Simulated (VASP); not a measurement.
# EuO (Fm-3m) in VASP: notebook

The runs below take EuO through single point, relaxation of cell and atoms, with PBE.

Program: VASP 6.6.1. These are calculated values, not measurements. Logs are shortened: lines on timing, memory, paths and dates and some standing lists are left out, and cuts for length are marked.

**What was measured.**

A printed reference work, monograph reports, for a bulk crystal of EuO at 300 K: band gap 1.115 eV (optical).

The runs below are set against these values where they give the same quantity.

### Step 1. The crystal as given

Symmetry: Fm-3m, No. 225, cubic system. The conventional cell has a = 5.144 Å, b = 5.144 Å, c = 5.144 Å, α = 90.00°, β = 90.00°, γ = 90.00°. Around Eu (site symmetry m-3m) lie 6 O at 2.57 Å. O (site symmetry m-3m) has 6 Eu at 2.57 Å as nearest neighbours.

### Step 2. Single point, PBE, collinear spin, ferromagnetic start

File INCAR:

```
  PREC = Accurate
  ENCUT = 600
  EDIFF = 1E-6
  ISMEAR = 1
  SIGMA = 0.1
  LREAL = False
  LASPH = True
  NELM = 150
  ALGO = Normal
  ISIF = 2
  LWAVE = False
  LCHARG = False
  ISPIN = 2
  MAGMOM = 7 0
  LORBIT = 11
  LMAXMIX = 6
  GGA = PE
  AMIX = 0.2
  BMIX = 1E-4
  AMIX_MAG = 0.8
  BMIX_MAG = 1E-4
```

File KPOINTS:

```
Automatic mesh
0
Gamma
  12 12 12
```

File POSCAR:

```
EuO
1.0
    0.0000000000      2.5719500000      2.5719500000
    2.5719500000      0.0000000000      2.5719500000
    2.5719500000      2.5719500000      0.0000000000
Eu O
1 1
Direct
    0.0000000000      0.0000000000      0.0000000000
    0.5000000000      0.5000000000      0.5000000000
```

Potentials or basis: VASP PAW PBE potentials, release 64 (Eu, O).

On the command line:

```bash
cat potpaw_PBE.64/Eu/POTCAR potpaw_PBE.64/O/POTCAR > POTCAR
mpirun -np 1 vasp_std > vasp.out
```

OUTCAR:

```text
PREC = Accurate
   ENCUT = 600
   EDIFF = 1E-6
   ISMEAR = 1
   LREAL = False
   LASPH = True
   NELM = 150
   ISIF = 2
   ISPIN = 2
   LORBIT = 11
   GGA = PE
   AMIX = 0.2
   AMIX_MAG = 0.8

 ion  position               nearest neighbor table
   1  0.000  0.000  0.000-   2 2.57   2 2.57   2 2.57   2 2.57   2 2.57   2 2.57
   2  0.500  0.500  0.500-   1 2.57   1 2.57   1 2.57   1 2.57   1 2.57   1 2.57

  LATTYP: Found a face centered cubic cell.
 ALAT       =     5.1439000000

  Lattice vectors:

 A1 = (   0.0000000000,   2.5719500000,   2.5719500000)
 A2 = (   2.5719500000,   0.0000000000,   2.5719500000)
 A3 = (   2.5719500000,   2.5719500000,   0.0000000000)

Analysis of symmetry for initial positions (statically):
=====================================================================
 Subroutine PRICEL returns:
 Original cell was already a primitive cell.

 Routine SETGRP: Setting up the symmetry group for a
 face centered cubic supercell.

 Subroutine GETGRP returns: Found 48 space group operations
 (whereof 48 operations were pure point group operations)
 out of a pool of 48 trial point group operations.

The static configuration has the point symmetry O_h .

Analysis of symmetry for dynamics (positions and initial velocities):
=====================================================================
 Subroutine PRICEL returns:
 Original cell was already a primitive cell.

 Routine SETGRP: Setting up the symmetry group for a
 face centered cubic supercell.

 Subroutine GETGRP returns: Found 48 space group operations
 (whereof 48 operations were pure point group operations)
 out of a pool of 48 trial point group operations.

The dynamic configuration has the point symmetry O_h .

Analysis of structural, dynamic, and magnetic symmetry:
=====================================================================
 Subroutine PRICEL returns:
 Original cell was already a primitive cell.

 Routine SETGRP: Setting up the symmetry group for a
 face centered cubic supercell.

 Subroutine GETGRP returns: Found 48 space group operations
 (whereof 48 operations were pure point group operations)
 out of a pool of 48 trial point group operations.

The overall configuration has the point symmetry O_h .

 Subroutine INISYM returns: Found 48 space group operations
 (whereof 48 operations are pure point group operations),
 and found     1 'primitive' translations

----------------------------------------------------------------------------------------

                                     Primitive cell

  volume of cell :      34.0265

  direct lattice vectors                    reciprocal lattice vectors
     0.000000000  2.571950000  2.571950000    -0.194405023  0.194405023  0.194405023
     2.571950000  0.000000000  2.571950000     0.194405023 -0.194405023  0.194405023
     2.571950000  2.571950000  0.000000000     0.194405023  0.194405023 -0.194405023

  length of vectors
     3.637286572  3.637286572  3.637286572     0.336719378  0.336719378  0.336719378

  position of ions in fractional coordinates (direct lattice)
     0.000000000  0.000000000  0.000000000
     0.500000000  0.500000000  0.500000000

  ion indices of the primitive-cell ions
   primitive index   ion index
                 1           1
                 2           2

----------------------------------------------------------------------------------------

 KPOINTS: Automatic mesh

Automatic generation of k-mesh.
 Grid dimensions read from file:
 generate k-points for:   12   12   12

 Generating k-lattice:

  Cartesian coordinates                     Fractional coordinates (reciprocal lattice)
    -0.016200419  0.016200419  0.016200419     0.083333333  0.000000000  0.000000000
     0.016200419 -0.016200419  0.016200419     0.000000000  0.083333333  0.000000000
     0.016200419  0.016200419 -0.016200419     0.000000000  0.000000000  0.083333333

  Length of vectors
     0.028059948  0.028059948  0.028059948

  Shift w.r.t. Gamma in fractional coordinates (k-lattice)
     0.000000000  0.000000000  0.000000000

 Subroutine IBZKPT returns following result:
 ===========================================

 Found     72 irreducible k-points:

 Following reciprocal coordinates:
            Coordinates               Weight
  0.000000  0.000000  0.000000      1.000000
  0.083333  0.000000  0.000000      8.000000
  0.166667  0.000000  0.000000      8.000000
  0.250000  0.000000  0.000000      8.000000
  0.333333  0.000000  0.000000      8.000000
  0.416667  0.000000  0.000000      8.000000
[... 16 lines left out ...]
  0.500000  0.166667  0.000000     24.000000
 -0.416667  0.166667  0.000000     24.000000
 [... further k-points ...]
   k-points           NKPTS =     72   k-points in BZ     NKDIM =     72   number of bands    NBANDS=     19
   number of dos      NEDOS =    301   number of ions     NIONS =      2
   total plane-waves  NPLWV =  27000
   dimension x,y,z NGX =    30 NGY =   30 NGZ =   30
   dimension x,y,z NGXF=    60 NGYF=   60 NGZF=   60
   ions per type =               1   1
   NGX,Y,Z   is equivalent  to a cutoff of  13.71, 13.71, 13.71 a.u.
   NGXF,Y,Z  is equivalent  to a cutoff of  27.42, 27.42, 27.42 a.u.
 SYSTEM =  unknown system
   PREC   = accura    normal or accurate (medium, high low for compatibility)
   ISTART =      0    job   : 0-new  1-cont  2-samecut
   ICHARG =      2    charge: 1-file 2-atom 10-const
   ISPIN  =      2    spin polarized calculation?
   LNONCOLLINEAR =      F non collinear calculations
   LSORBIT =      F    spin-orbit coupling
   LASPH  =      T    aspherical Exc in radial PAW
   ENCUT  =  600.0 eV  44.10 Ry    6.64 a.u.   7.26  7.26  7.26*2*pi/ulx,y,z
   NELM   =    150;   NELMIN=  2; NELMDL= -5     # of ELM steps
   EDIFF  = 0.1E-05   stopping-criterion for ELM
   LREAL  =      F    real-space projection
[... 7 lines left out ...]
   TEBEG  =    0.0;   TEEND  =   0.0 temperature during run
   PSTRESS=    0.0 pullay stress
   NELECT =      23.0000    total number of electrons
   NUPDOWN=      -1.0000    fix difference up-down
   EMIN   =  10.00;   EMAX   =-10.00  energy-range for DOS
   EFERMI =   0.00;   METHOD = LEGACY
   ISMEAR =     1;   SIGMA  =   0.10  broadening in eV -4-tet -1-fermi 0-gaus
   EFERMI_NEDOS =   21; number of points for ismear=-14 and -15
   IALGO  =     38    algorithm
   IMIX   =      4    mixing-type and parameters
     AMIX     =   0.20;   BMIX     =  0.00
     AMIX_MAG =   0.80;   BMIX_MAG =  0.00
  volume/ion in A,a.u.               =      17.01       114.81
  Fermi-wavevector in a.u.,A,eV,Ry     =   1.436740  2.715045 28.085452  2.064223
  Thomas-Fermi vector in A             =   2.555895
   LORBIT       =     11    0 simple, 1 ext, 2 COOP (PROOUT), +10 PAW based schemes
   GGA     = PE    functional components
   LHFCALC =     F    Hartree Fock is set to
   AEXX    =    0.0000 exact exchange contribution
   IVDW    =     0    specifies the selected vdW correction
   LEPSILON=     F    determine dielectric tensor
   LRPA    =     F    only Hartree local field effects (RPA)
 spin polarized calculation
 Methfessel and Paxton  Order N= 1 SIGMA  =   0.10
  energy-cutoff  :      600.00
  volume of cell :       34.03
 maximum number of plane-waves:      1158
 NGX is ok and might be reduce to    30
   NGX = 15   NGY = 15   NGZ = 15

 number of electron      22.9999999 magnetization       6.9745485

 Free energy of the ion-electron system (eV)
  ---------------------------------------------------
  ext. energy  EPLUGINS =         0.00000000
  ---------------------------------------------------
  free energy    TOTEN  =       -22.01887218 eV

  energy without entropy =      -22.02162146  energy(sigma->0) =      -22.01978861

 E-fermi :   4.6864     XC(G=0): -10.8624

 val. band max:        4.6860184359   @ k =   0.5000   0.4167   0.0000
 cond. band min:       4.7081379704   @ k =   0.5000   0.4167   0.0000
 fundamental gap:      0.0221195345
 Fermi energy:         4.6864109900

 spin component 1

 k-point     1 :       0.0000    0.0000    0.0000
  band No.  band energies     occupation
      1     -36.8198      1.00000
      2     -15.2215      1.00000
      3     -15.2215      1.00000
      4     -15.2215      1.00000
      5     -14.0341      1.00000
      6       0.8323      1.00000
[... 11 lines left out ...]
     18       6.3192     -0.00000
     19       6.3192     -0.00000
[... 485 lines left out ...]
 k-point    24 :      -0.4167    0.1667    0.0000
  band No.  band energies     occupation
      1     -36.7186      1.00000
      2     -16.7291      1.00000
      3     -15.5115      1.00000
      4     -15.3484      1.00000
      5     -12.8084      1.00000
      6      -0.9695      1.00000
[... 11 lines left out ...]
     18       9.2198      0.00000
     19       9.8623      0.00000

 [... further k-points ...]

 spin component 2

 k-point     1 :       0.0000    0.0000    0.0000
  band No.  band energies     occupation
      1     -33.7645      1.00000
      2     -14.1187      1.00000
      3     -12.9206      1.00000
      4     -12.9206      1.00000
      5     -12.9206      1.00000
      6       0.8986      1.00000
[... 11 lines left out ...]
     18       9.4108      0.00000
     19       9.4108      0.00000
[... 485 lines left out ...]
 k-point    24 :      -0.4167    0.1667    0.0000
  band No.  band energies     occupation
      1     -33.6338      1.00000
      2     -15.5113      1.00000
      3     -13.2757      1.00000
      4     -13.0627      1.00000
      5     -11.9566      1.00000
      6      -0.6968      1.00000
[... 11 lines left out ...]
     18      10.6263      0.00000
     19      11.0057      0.00000

 [... further k-points ...]

------------------------ aborting loop because EDIFF is reached ----------------------------------------

  FORCE on cell =-STRESS in cart. coord.  units (eV):
  Direction    XX          YY          ZZ          XY          YZ          ZX
  --------------------------------------------------------------------------------------
  -------------------------------------------------------------------------------------
  Total       -0.9379167     -0.9379167     -0.9379167     -0.0000000     -0.0000000      0.0000000
  in kB      -44.1628690    -44.1628690    -44.1628690     -0.0000000     -0.0000000      0.0000000
  external PRESSURE =     -44.1628690 kB  Pullay stress =       0.0000000 kB

 VOLUME and BASIS-vectors are now :
 -----------------------------------------------------------------------------
  energy-cutoff  :      600.00
  volume of cell :       34.03
      direct lattice vectors                 reciprocal lattice vectors
     0.000000000  2.571950000  2.571950000    -0.194405023  0.194405023  0.194405023
     2.571950000  0.000000000  2.571950000     0.194405023 -0.194405023  0.194405023
     2.571950000  2.571950000  0.000000000     0.194405023  0.194405023 -0.194405023

 POSITION                                       TOTAL-FORCE (eV/Angst)
 -----------------------------------------------------------------------------------
      0.00000      0.00000      0.00000         0.000000      0.000000      0.000000
      2.57195      2.57195      2.57195        -0.000000     -0.000000     -0.000000
 -----------------------------------------------------------------------------------
    total drift:                                0.000000      0.000000      0.000000

  FREE ENERGIE OF THE ION-ELECTRON SYSTEM (eV)
  ---------------------------------------------------
  free  energy   TOTEN  =       -22.0188721812 eV

  energy  without entropy=      -22.0216214599  energy(sigma->0) =      -22.01978861

 total charge

# of ion       s       p       d       f       tot
--------------------------------------------------
    1        2.031   5.764   0.389   6.618  14.802
    2        1.552   3.392   0.000   0.000   4.944
--------------------------------------------------
tot          3.582   9.156   0.389   6.618  19.745

 magnetization (x)

# of ion       s       p       d       f       tot
--------------------------------------------------
    1       -0.012  -0.106   0.143   6.568   6.593
    2       -0.004  -0.094   0.000   0.000  -0.098
--------------------------------------------------
tot         -0.016  -0.200   0.143   6.568   6.495
```

Run time: 2 min. Hardware: 1 thread of Intel Xeon Platinum 8488C (Sapphire Rapids), shared host; peak memory 0.27 GiB.

Results:

| Item | Value |
| --- | --- |
| Free energy | -22.0189 eV |
| Pressure | -4.4 GPa |
| Band gap on the k mesh | none (metal or under the smearing width) |
| Net moment | 6.97 μB per cell |
| Site moments | Eu +6.59; O -0.10 μB |
| Valence electrons inside the program's atomic spheres | Eu 14.80; O 4.94 |

Levels at points of the mesh, in eV from the Fermi level:
Spin up:
```csv
k point,band 12,band 13,band 14,band 15,band 16,band 17,band 18,band 19
"(0.00, 0.00, 0.00)",-0.22,-0.22,0.08,0.08,0.08,1.63,1.63,1.63
"(0.50, 0.00, 0.00)",-0.26,-0.26,-0.25,-0.22,2.24,4.35,4.35,4.72
"(0.50, 0.50, 0.00)",-0.35,-0.35,-0.27,-0.03,-0.03,3.39,5.73,6.57
```
Spin down:
```tsv
k point	band 6	band 7	band 8	band 9	band 10	band 11
(0.00, 0.00, 0.00)	-3.79	-3.79	-3.79	0.67	2.75	2.75
(0.50, 0.00, 0.00)	-5.77	-4.84	-4.84	3.06	3.71	4.17
(0.50, 0.50, 0.00)	-3.83	-3.74	-3.74	-0.21	4.19	4.29
```

Caveat: spin-orbit coupling is left out, which moves the levels of the heavy elements; a cell with one magnetic atom can't hold antiferromagnetic order, which such compounds often take; without U or exact exchange the open f shell lies at the Fermi level, which spoils levels, moments and volumes. The state reached can hang on the start; a lower one may exist.

### Step 3. Relaxation of cell and atoms, PBE, collinear spin, ferromagnetic start

File INCAR:

```
ALGO     = Normal         # electronic algorithm
AMIX     = 0.2          
AMIX_MAG = 0.8          
BMIX     = 1E-4         
BMIX_MAG = 1E-4         
EDIFF    = 1E-6           # SCF threshold, eV
EDIFFG   = -0.01          # ionic threshold
ENCUT    = 600            # plane-wave cutoff, eV
GGA      = PE             # functional
IBRION   = 2              # ionic algorithm
ISIF     = 3              # what is computed and relaxed
ISMEAR   = 1              # smearing method
ISPIN    = 2              # spin polarisation
LASPH    = T              # aspherical terms in the spheres
LCHARG   = F              # write CHGCAR
LMAXMIX  = 6              # l up to which the mixer works
LORBIT   = 11             # projections on sites
LREAL    = F              # projectors in reciprocal space
LWAVE    = F              # write WAVECAR
MAGMOM   = 7 0            # initial moments
NELM     = 150            # most SCF steps
NSW      = 90             # ionic steps
PREC     = Accurate       # precision mode
SIGMA    = 0.1            # smearing width, eV
```

File KPOINTS:

```
k-points
0
Gamma
  12 12 12
```

POSCAR is that of step 2.

Potentials or basis: VASP PAW PBE potentials, release 64 (Eu, O).

On the command line:

```bash
cat potpaw_PBE.64/Eu/POTCAR potpaw_PBE.64/O/POTCAR > POTCAR
mpirun -np 1 vasp_std > vasp.out
```

Wall time 8.1 min (1 thread of Intel Xeon Platinum 8488C (Sapphire Rapids), shared host); peak memory 0.28 GiB.

Results (log left out):

```yaml
Free_energy: -22.0441 eV
Relaxed_volume: 16.17 Å³/atom
Relaxed_cell: a = 3.576 Å, b = 3.576 Å, c = 3.576 Å, α = 60.00°, β = 60.00°, γ = 60.00°
Space_group_after_relaxing_to_0.05_Å: Fm-3m (No. 225)
Energy_gained_by_relaxing: 12.6 meV/atom
Ionic_steps: 9
Pressure_after_relaxing: -0.1 GPa
Band_gap_on_the_k_mesh: none (metal or under the smearing width)
Net_moment: 6.96 μB per cell
Site_moments: Eu +6.58; O -0.10 μB
Valence_electrons_inside_the_program's_atomic_spheres: Eu 14.83; O 4.96
```

The path:
| step | energy change (eV) | largest force (eV/Å) | pressure (GPa) | volume (Å³) |
| --- | --- | --- | --- | --- |
| 1 | 0.0000 | 0.0000 | -4.42 | 34.03 |
| 2 | -0.0223 | 0.0000 | 1.76 | 31.77 |
| 3 | -0.0253 | 0.0000 | 0.11 | 32.30 |
| 4 | -0.0252 | 0.0000 | -0.17 | 32.35 |
| 5 | -0.0252 | 0.0000 | -0.24 | 32.34 |
| 6 | -0.0253 | 0.0000 | -0.28 | 32.33 |
| 7 | -0.0253 | 0.0000 | -0.16 | 32.33 |
| 8 | -0.0253 | 0.0000 | -0.10 | 32.33 |
| 9 | -0.0253 | 0.0000 | -0.08 | 32.33 |

Final structure:
```xyz
2
Lattice="0.0000 2.5286 2.5286 2.5286 0.0000 2.5286 2.5286 2.5286 0.0000" Properties=species:S:1:pos:R:3 pbc="T T T"
Eu    0.0000    0.0000    0.0000
O     2.5286    2.5286    2.5286
```

Levels at points of the mesh, in eV from the Fermi level:
Spin up:
| k point | band 12 | band 13 | band 14 | band 15 | band 16 | band 17 | band 18 | band 19 |
| --- | --- | --- | --- | --- | --- | --- | --- | --- |
| (0.00, 0.00, 0.00) | -0.24 | -0.19 | 0.09 | 0.09 | 0.09 | 1.60 | 1.60 | 1.60 |
| (0.50, 0.00, 0.00) | -0.28 | -0.28 | -0.27 | -0.23 | 2.32 | 4.51 | 4.51 | 5.04 |
| (0.50, 0.50, 0.00) | -0.37 | -0.37 | -0.29 | -0.02 | -0.02 | 3.66 | 5.93 | 6.87 |
Spin down:
```
           k point  band 4  band 5  band 6  band 7  band 8  band 9  band 10  band 11  band 12  band 13
(0.00, 0.00, 0.00)  -17.54  -17.54   -3.93   -3.93   -3.93    0.94     2.73     2.73     2.73     3.63
(0.50, 0.00, 0.00)  -17.65  -16.29   -5.99   -5.08   -5.08    3.16     3.68     4.11     4.11     4.52
(0.50, 0.50, 0.00)  -18.03  -18.03   -3.85   -3.83   -3.83   -0.37     4.16     4.24     4.37     4.37
```

Caveat: spin-orbit coupling is left out, which moves the levels of the heavy elements; a cell with one magnetic atom can't hold antiferromagnetic order, which such compounds often take; without U or exact exchange the open f shell lies at the Fermi level, which spoils levels, moments and volumes.

(Continued in part 2 of 2.)
